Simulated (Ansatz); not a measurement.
# NaF: the cost of one run

Program: Ansatz 0.2.0. Level of theory: DFT PBE, scalar-relativistic, plane waves, PAW. These are calculated values, not measurements.

### 1 The starting structure

It takes space group Fddd (No. 70, orthorhombic). The conventional cell has a = 6.964 Å, b = 9.533 Å, c = 9.533 Å, α = 90.00°, β = 90.00°, γ = 90.00°. Around Na (site symmetry 2) lie 4 F at 2.13 to 2.14 Å. Around F (site symmetry 2) lie 4 Na at 2.13 to 2.14 Å.

Coordinates:

```xyz
8
Lattice="0.0000 4.7666 4.7666 3.4819 0.0000 4.7666 3.4819 4.7666 0.0000" Properties=species:S:1:pos:R:3 pbc="T T T"
Na    1.7409    2.3833    0.8682
Na    1.7409    2.3833    3.8983
Na    3.4819    4.7666    1.5151
Na    3.4819    4.7666    8.0181
F     3.4819    1.5151    4.7666
F     3.4819    8.0181    4.7666
F     1.7409    0.8682    2.3833
F     1.7409    3.8983    2.3833
```

Recipe of the guess: 4-connected net, two elements alternating (Fddd, No. 70). Lengths come from tabulated atomic sizes and are only a guess.

### 2 The guess as it stands, on a coarse mesh

Contents of input.yaml:

```yaml
crystal:
  lattice:
    - [0.0, 4.76658139, 4.76658139]
    - [3.4818841, 0.0, 4.76658139]
    - [3.4818841, 4.76658139, 0.0]
  atoms:
    - { symbol: Na, position: [0.09107488, 0.09107488, 0.40892512] }
    - { symbol: Na, position: [0.40892512, 0.40892512, 0.09107488] }
    - { symbol: Na, position: [0.15892512, 0.15892512, 0.84107488] }
    - { symbol: Na, position: [0.84107488, 0.84107488, 0.15892512] }
    - { symbol: F, position: [0.15892512, 0.84107488, 0.15892512] }
    - { symbol: F, position: [0.84107488, 0.15892512, 0.84107488] }
    - { symbol: F, position: [0.09107488, 0.40892512, 0.09107488] }
    - { symbol: F, position: [0.40892512, 0.09107488, 0.40892512] }
basis:
  ecutwfc: 420
kpoints:
  mp_grid: { grid: [4, 4, 4] }
hamiltonian:
  xc: pbe
scf:
  occupations: { method: gaussian, width: 0.1 }
  lower_state_search: "off"
output:
  forces: true
  stress: true
  eigenvalues: true
```

Command:

```console
$ ansatz run input.yaml --threads 1 --pin off --max-ram 2560MiB --backend cpu --events-out ev --progress --plain --runs-dir out
```

Q: Estimate wall time and peak memory on 1 thread of Arm Neoverse V1, shared host.

About 5.2 s, with a peak of 0.4 GiB.
